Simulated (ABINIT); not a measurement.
A run of ABINIT 10.8.3 (patched build) is set up as follows.

File run.abi:

```
# Pseudopotentials
pp_dirpath "./"
pseudos "Zr.upf, S.upf"

# Structure
acell 3*1.0 Angstrom
rprim
     3.6913825498     0.0000000000     0.0000000000
    -1.8456912749     3.1968310632     0.0000000000
     0.0000000000     0.0000000000     6.0410770100
ntypat 2
znucl 40 16
natom 3
typat 1 2 2
xred
     0.0000000000     0.0000000000     0.0000000000
     0.3333333333     0.6666666667     0.2379099700
     0.6666666667     0.3333333333     0.7620900300

# Plane-wave basis
ecut 707.496042 eV

# k points
kptopt 1
ngkpt 6 6 4
nshiftk 1
shiftk 0.0 0.0 0.0

# Exchange and correlation
ixc 11

# Bands and occupations
nband 16
occopt 3
tsmear 0.00183747

# SCF cycle
nstep 100
tolvrs 1.0e-10

# Output
iomode 3
prtwf 0
prteig 0
prtebands 0
enunit 2
prtvol 2
prtden 1
prtvha 1
prtvclmb 1
prtpot 1
prtelf 1
```

Potentials or basis: PseudoDojo NC SR PBE v0.4.1 standard.

Launch:

```sh
$ mpirun --bind-to none -np 4 abinit run.abi > log 2>&1
```

What does it give for the band gap on the k mesh?

1.07 eV, indirect (least direct gap 1.63 eV).

Predict the largest force.

0.046 eV/Å.

Forces on the atoms (eV/Å):
```
Zr   0.000  0.000  0.000
S    0.000  0.000  0.046
S    0.000  0.000 -0.046
```

 PBE gaps usually lie below the measured ones, often by a third to a half.
